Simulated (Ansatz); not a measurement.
The system is RbBr.

```xyz
2
Lattice="0.0000 3.4270 3.4270 3.4270 0.0000 3.4270 3.4270 3.4270 0.0000" Properties=species:S:1:pos:R:3 pbc="T T T"
Rb    0.0000    0.0000    0.0000
Br    3.4270    3.4270    3.4270
```

Base run:

```yaml
Program: Ansatz 0.2.0
Functional: HSE06 form with a typed share of exact exchange
Potentials_or_basis: Ansatz PAW
Cutoff: "420 eV (not typed: the program's choice for these potentials)"
k_mesh: 4 × 4 × 4
Occupations: fermi-dirac, width 0.05 eV
Spin: no spin polarisation
```

Its results: band gap on the k mesh 5.87 eV, direct; pressure 0.8 GPa.

Task: The run is repeated on the same cell with these changes: screening (1/å) from 0.1 to 0.15. What comes out?

Result: Band gap on the k mesh 5.70 eV, direct; pressure 0.8 GPa.

Caveats: the PAW data sets come from PBE, with cores solved anew for the run's functional, which leaves a small shift of forces and pressure; the thresholds are loose for stress.

